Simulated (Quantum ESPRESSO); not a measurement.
# TiO2 (Anatase) under changes of volume

One of the cells (11.354 Å³/atom); the others are scaled copies at fixed shape and fractional positions:

```
CELL_PARAMETERS angstrom
-1.89210 1.89210 4.75730
1.89210 -1.89210 4.75730
1.89210 1.89210 -4.75730
ATOMIC_POSITIONS crystal
Ti 0.75000 0.25000 0.50000
Ti 0.00000 0.00000 0.00000
O 0.79190 0.79190 0.00000
O 0.54190 0.04190 0.50000
O 0.95810 0.45810 0.50000
O 0.20810 0.20810 0.00000
```

* Program: Quantum ESPRESSO 7.5
* Functional: LDA
* Potentials or basis: GBRV 1.5 LDA
* Cutoff: 612 eV
* Density cutoff: 4898 eV
* k mesh: 8 × 8 × 8
* Occupations: fermi-dirac, width 0.05 eV
* Spin: no spin polarisation

| volume (Å³/atom) | energy over the lowest point (meV/atom) | pressure (GPa) | gap on the mesh (eV) |
| --- | --- | --- | --- |
| 10.673 | 10.46 | 8.9 | 2.19 |
| 10.900 | ? | ? | ? |
| 11.127 | 0.00 | -1.6 | 2.11 |
| 11.354 | 5.19 | -6.0 | 2.06 |
| 11.581 | 16.38 | -10.0 | 2.02 |
| 11.808 | 32.96 | -13.6 | 1.98 |
| 12.035 | 54.39 | -16.9 | 1.93 |

Problem. What does the run at 10.900 Å³/atom give?

Solution. Energy over the lowest point 1.50 meV/atom; pressure 3.4 GPa; gap on the mesh 2.15 eV.

Worked out: A Birch-Murnaghan fit of order 3 (a polynomial in V^(-2/3)) to the other rows has its minimum at 11.06 Å³/atom with B0 = V·E''(V) = 237 GPa and B' = 4.3 at fixed shape and positions, which overstates the stiffness. It gives 1.50 meV/atom at 10.900 Å³/atom, against the run's 1.50, and -dE/dV = 3.6 GPa, against 3.4. A straight line through the other rows of the gap, of slope -2.15 eV per unit of ln V, gives 2.15 eV, against the run's 2.15.

Energies are extrapolated to zero smearing.

A mesh can miss the band edges.
